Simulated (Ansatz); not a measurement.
**One atom moved along a line in BN**

These are results of DFT PBE, scalar-relativistic, plane waves, PAW (Ansatz), not measurements. Settings: plane waves to 420 eV, k-mesh 12×12×4 (Γ-centred), Gaussian smearing 0.05 eV. No spin polarisation. Energies are free energies at this smearing, counted from the undisturbed cell; pressure is positive in compression.

Reference structure (as given, not relaxed at this level; it stands at 3.3 GPa):

```
B N
1.0
     2.50399    0.00000    0.00000
    -1.25200    2.16852    0.00000
     0.00000    0.00000    6.66120
B N
2 2
Direct
  0.33333 0.66667 0.25000
  0.66667 0.33333 0.75000
  0.33333 0.66667 0.75000
  0.66667 0.33333 0.25000
```

The cell holds layers and no dispersion correction was added, so their binding is poorly described.

Atom 3 (N) is moved by x along the Cartesian unit vector (-0.866, -0.500, 0.000); the cell and all other atoms stay fixed.

Task: Over the sampled range (-0.1000 to 0.1000), is the undisturbed cell the lowest point?

Result: Yes, every other sampled point lies higher.

Task: Which end lies higher in energy, -0.1000 or +0.1000?

Result: +0.1000: 230.5 against 186.5.

Task: Does the gap on the k-mesh survive along the scan?

Result: It is 4.29 eV in the undisturbed cell and stays between 4.08 and 4.29 eV.

The scan:

| x (Å) | ΔE (meV/cell) |
| --- | --- |
| -0.1000 | 186.5 |
| -0.0667 | 86.1 |
| -0.0333 | 22.2 |
| 0.0000 | 0.0 |
| 0.0167 | 5.9 |
| 0.0333 | 23.8 |
| 0.0500 | 54.7 |
| 0.0667 | 99.0 |
| 0.0833 | 157.1 |
| 0.1000 | 230.5 |